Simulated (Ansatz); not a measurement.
## B — 11B NMR of the central transition

Cell: an entry of the Crystallography Open Database (COD), ions relaxed with PBE at fixed cell.

```cif
data_B
_symmetry_space_group_name_H-M 'R-3m:H'
_symmetry_Int_Tables_number 166
_cell_length_a 4.9179
_cell_length_b 4.9179
_cell_length_c 12.5805
_cell_angle_alpha 90.000
_cell_angle_beta 90.000
_cell_angle_gamma 120.000
loop_
_atom_site_label
_atom_site_type_symbol
_atom_site_symmetry_multiplicity
_atom_site_Wyckoff_symbol
_atom_site_fract_x
_atom_site_fract_y
_atom_site_fract_z
B1 B 18 h 0.7852 0.2148 0.2248
B7 B 18 h 0.8631 0.1369 0.3575
```

One atom of each set is listed; the run and its k-mesh use a cell of 12 atoms with edges of 5.06, 5.06, 5.06 Å.

Level of theory: DFT, PBE, plane waves and PAW, scalar-relativistic, 420 eV cutoff, Γ-centred 8×8×8 k-points, Fermi–Dirac smearing 0.05 eV (Ansatz 0.2.0).

11B has I = 3/2 and Q = 40.59 mb (Pyykkö 2018); at 35.2 T its Larmor frequency is ν₀ = 480.9 MHz. Only the quadrupole interaction is simulated: positions count from each site's isotropic chemical shift, and J coupling is left out, as are shift anisotropy and dipolar coupling, which fast spinning averages.

(1) Give C_Q, η, the quadrupolar product P_Q = |C_Q|(1 + η²/3)^½, the second-order isotropic shift and the breadth of the pattern (fast magic-angle spinning) for each B site.

## Answers

(1) 

```tsv
site	first shell	C_Q (MHz)	η	P_Q (MHz)	δ_QIS (ppm)	breadth (kHz)
B1	6 B at 1.68–1.80 Å	-1.42	0.21	1.43	-0.220	0.240
B7	7 B at 1.78–2.02 Å	0.823	0.43	0.848	-0.0778	0.0868
```

δ_QIS = −(ν_Q²/30ν₀²)[I(I+1) − 3/4](1 + η²/3) × 10⁶ ppm with ν_Q = 3|C_Q|/[2I(2I−1)]; it falls as 1/B₀² in ppm, and the breadth as 1/B₀ in kHz.

The relaxation (3 steps) took 14 s of wall time (14 s of CPU time) and 0.47 GiB at its peak, on 1 thread of Intel Xeon 6975P-C (Granite Rapids) (x86_64; 48 cores open to the job, memory cap 2.5 GiB, no GPU), a shared host with a load of 0.3 a core.
